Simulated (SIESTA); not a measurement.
The system is Hf.

```xyz
1
Lattice="-1.8050 1.8050 1.8050 1.8050 -1.8050 1.8050 1.8050 1.8050 -1.8050" Properties=species:S:1:pos:R:3 pbc="T T T"
Hf    0.0000    0.0000    0.0000
```

This isn't the form of Hf at room conditions, which is hcp.

- Program: SIESTA 5.4.2
- Task: relaxation of cell and atoms
- Functional: revPBE
- Potentials or basis: PseudoDojo 0.4 standard (PBE files)
- Basis: SZ (energy shift 0.01 Ry)
- Grid cutoff: 800 Ry
- Energy shift: 0.01 Ry
- k mesh: 8 × 8 × 8
- Occupations: fermi-dirac, width 0.05 eV
- Spin: non-collinear spin, ferromagnetic start
- Starting moments: [[0.5, 0.0, 0.0]] μB

At the start: pressure -22.5 GPa; volume 23.52 Å³/atom.

**Question.** How do energy, volume and symmetry change on relaxing?

**Answer.** Over 10 steps the energy falls by 343.9 meV/atom and the volume is 19.38 Å³/atom (-17.6 %); space group Im-3m (No. 229, to 0.05 Å); moment 0.00 μB per cell.

Step by step:
| step | energy change (eV) | largest force (eV/Å) | pressure (GPa) | volume (Å³) |
| --- | --- | --- | --- | --- |
| 1 | 0.0000 | 0.0000 | -22.54 | 23.52 |
| 2 | -0.0267 | 0.0000 | -21.93 | 23.33 |
| 3 | -0.3199 | 0.0000 | 8.63 | 18.49 |
| 4 | -0.3304 | 0.0000 | -5.87 | 20.10 |
| 5 | -0.3387 | 0.0000 | 3.75 | 18.96 |
| 6 | -0.3427 | 0.0000 | -1.87 | 19.59 |
| 7 | -0.3436 | 0.0000 | 0.78 | 19.29 |
| 8 | -0.3438 | 0.0000 | -0.26 | 19.41 |
| 9 | -0.3439 | 0.0000 | 0.06 | 19.37 |
| 10 | -0.3439 | 0.0000 | -0.01 | 19.38 |

Final structure:
```
Hf
1.0
    -1.69202    1.69202    1.69202
     1.69202   -1.69202    1.69202
     1.69202    1.69202   -1.69202
Hf
1
Direct
  0.00000 0.00000 0.00000
```

Caveat: the basis has no polarisation orbitals; short orbitals over semicore shells can move pressures by several GPa; the volume moved by over 15 % at a fixed basis, so the end points are rough; the potentials were made for another functional, which shifts forces and pressure; the volume moved by -18 % from the deposited cell, more than functionals usually miss; the basis of atomic orbitals isn't converged, which shifts pressures, moduli and gaps.
